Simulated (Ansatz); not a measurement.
Here is an Ansatz 0.2.0 calculation.

input.yaml

```yaml
crystal:
  lattice:
    - [3.17, 0.0, 0.0]
    - [-1.585, 2.74530053, 0.0]
    - [0.0, 0.0, 3.533]
  atoms:
    - { symbol: Zr, position: [0.0, 0.0, 0.0] }
    - { symbol: B, position: [0.6666666667, 0.3333333333, 0.5] }
    - { symbol: B, position: [0.3333333333, 0.6666666667, 0.5] }
hamiltonian:
  xc: r2scan
  pseudopotentials: { kind: paw }
kpoints:
  mp_grid: { grid: [10, 10, 8] }
  band_path:
    path:
      - [[0.0, 0.0, 0.0], [0.5, 0.0, 0.0], [0.3333333333, 0.3333333333, 0.0], [0.0, 0.0, 0.0], [0.0, 0.0, 0.5], [0.5, 0.0, 0.5], [0.3333333333, 0.3333333333, 0.5], [0.0, 0.0, 0.5]]
      - [[0.5, 0.0, 0.5], [0.5, 0.0, 0.0]]
      - [[0.3333333333, 0.3333333333, 0.0], [0.3333333333, 0.3333333333, 0.5]]
    npoints: 14
scf:
  occupations: { method: fermi_dirac, width: 0.05 }
  n_extra_bands: 7
output:
  forces: true
  stress: true
  eigenvalues: true
  fatbands: false
```

Potentials or basis: Ansatz PAW.

Run with:

```console
$ ansatz run input.yaml --threads 2 --pin off --max-ram 5632MiB --backend cpu --events-out ev --progress --plain --runs-dir out
```

Task: What does it give for the band gap on the k mesh?

Result: None (metal or under the smearing width).

Task: What does it give for the pressure?

Result: 0.8 GPa.

Levels at the corners of the path, in eV from the Fermi level:
```tsv
point	band 5	band 6	band 7	band 8	band 9	band 10	band 11	band 12	band 13	band 14
Γ	-13.56	-2.71	-2.71	-2.60	-2.53	3.68	3.68	4.51	4.51	4.99
M	-9.48	-9.16	-4.06	-3.22	-2.72	2.37	2.52	5.21	5.32	6.81
K	-8.36	-8.36	-7.19	-2.54	-2.54	1.68	1.68	3.43	9.02	9.02
Γ	-13.56	-2.71	-2.71	-2.60	-2.53	3.68	3.68	4.51	4.51	4.99
A	-11.49	-7.34	-0.98	-0.98	0.43	0.43	0.92	0.92	2.06	5.34
L	-10.59	-7.48	-4.82	-4.31	-2.19	4.05	4.28	5.59	6.58	6.88
H	-9.33	-9.33	-5.20	-2.85	-2.85	4.39	6.35	6.35	6.93	6.93
A	-11.49	-7.34	-0.98	-0.98	0.43	0.43	0.92	0.92	2.06	5.34
L	-10.59	-7.48	-4.82	-4.31	-2.19	4.05	4.28	5.59	6.58	6.88
M	-9.48	-9.16	-4.06	-3.22	-2.72	2.37	2.52	5.21	5.32	6.81
K	-8.36	-8.36	-7.19	-2.54	-2.54	1.68	1.68	3.43	9.02	9.02
H	-9.33	-9.33	-5.20	-2.85	-2.85	4.39	6.35	6.35	6.93	6.93
```

Caveat: the PAW data sets come from PBE, with cores solved anew for the run's functional, which leaves a small shift of forces and pressure.
